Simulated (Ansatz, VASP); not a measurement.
**One calculation of ScAl3, two programs**

Contents of INCAR:

```
PREC = Accurate
ENCUT = 520
EDIFF = 1E-7
ISMEAR = 0
SIGMA = 0.1
LREAL = F
LASPH = T
NELM = 80
ALGO = Normal
ISIF = 2
LWAVE = F
LCHARG = T
GGA = PE
LELF = T
LVHAR = T
NBANDS = 18
```

Contents of KPOINTS:

```
regular mesh
0
Gamma
  6 6 6
```

File POSCAR:

```
ScAl3
1.0
    0.0000000000      3.1466967000      3.1466967000
    3.1466967000      0.0000000000      3.1466967000
    3.1466967000      3.1466967000      0.0000000000
Sc Al
1 3
Direct
    0.0000000000      0.0000000000      0.0000000000
    0.5000000000      0.5000000000      0.5000000000
    0.2500000000      0.2500000000      0.2500000000
    0.7500000000      0.7500000000      0.7500000000
```

Input for Ansatz:

```yaml
crystal:
  lattice:
    - [0.0, 3.1466967, 3.1466967]
    - [3.1466967, 0.0, 3.1466967]
    - [3.1466967, 3.1466967, 0.0]
  atoms:
    - { symbol: Sc, position: [0.0, 0.0, 0.0] }
    - { symbol: Al, position: [0.5, 0.5, 0.5] }
    - { symbol: Al, position: [0.25, 0.25, 0.25] }
    - { symbol: Al, position: [0.75, 0.75, 0.75] }
basis:
  ecutwfc: 420
kpoints:
  mp_grid: { grid: [6, 6, 6] }
hamiltonian:
  xc: pbe
scf:
  occupations: { method: gaussian, width: 0.1 }
  lower_state_search: "off"
output:
  forces: true
  stress: true
  eigenvalues: true
```

Alike in both runs: task single point; functional PBE; k mesh 6 × 6 × 6; occupations gaussian, width 0.1 eV; no spin polarisation.

```csv
,VASP,Ansatz
version,VASP 6.6.1,Ansatz 0.2.0
potentials or method,"VASP PAW PBE potentials, release 64 (Sc_sv, Al)","scalar-relativistic, plane waves, PAW"
plane-wave cutoff (eV),520,420
valence electrons in the cell,20,20
```

Ansatz gave:

| Property | Result |
| --- | --- |
| gap on the k mesh at the Fermi level (eV) | none |
| pressure (GPa) | 13.7 |

Question: What did VASP give for the same quantities?

Answer: gap on the k mesh at the Fermi level (eV): none; pressure (GPa): 13.8.

A gap of «none» marks a metal or a gap that the smearing closes. With one functional, cell and mesh, what is left measures potentials, basis and numerics.
